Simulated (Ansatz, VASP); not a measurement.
# Mg2Ge in VASP and in Ansatz

```xyz
3
Lattice="0.0000 3.1890 3.1890 3.1890 0.0000 3.1890 3.1890 3.1890 0.0000" Properties=species:S:1:pos:R:3 pbc="T T T"
Mg    1.5945    1.5945    1.5945
Mg    4.7835    4.7835    4.7835
Ge    0.0000    0.0000    0.0000
```

Alike in both runs: task relaxation of cell and atoms; functional PBE; k mesh 10 × 10 × 10; occupations gaussian, width 0.01 eV; no spin polarisation.

|  | VASP | Ansatz |
| --- | --- | --- |
| version | VASP 6.6.1 | Ansatz 0.2.0 |
| potentials or method | VASP PAW PBE potentials, release 64 (Mg, Ge_d) | scalar-relativistic, plane waves, PAW |
| plane-wave cutoff (eV) | 600 | 420 |
| valence electrons in the cell | 18 | 34 |

Ansatz gave:

| Quantity | Value |
| --- | --- |
| gap on the k mesh at the Fermi level, each at its own relaxed structure (eV) | 0.17 |
| relaxed volume (Å³/atom) | 22.07 |
| relaxed cell length with the largest relative difference (Å) | 4.541 |
| energy change over the relaxation (meV/atom) | -1 |

Question: Estimate VASP's values.

Answer: gap on the k mesh at the Fermi level, each at its own relaxed structure (eV): 0.16; relaxed volume (Å³/atom): 22.01; relaxed cell length with the largest relative difference (Å): 4.537; energy change over the relaxation (meV/atom): -1.

The two sets of potentials don't hold the same shells in valence.

A k mesh can miss the band edges. PBE usually gives volumes a little too large and moduli too small. Expect the measured gap to be larger: semilocal functionals such as PBE lack the derivative discontinuity.
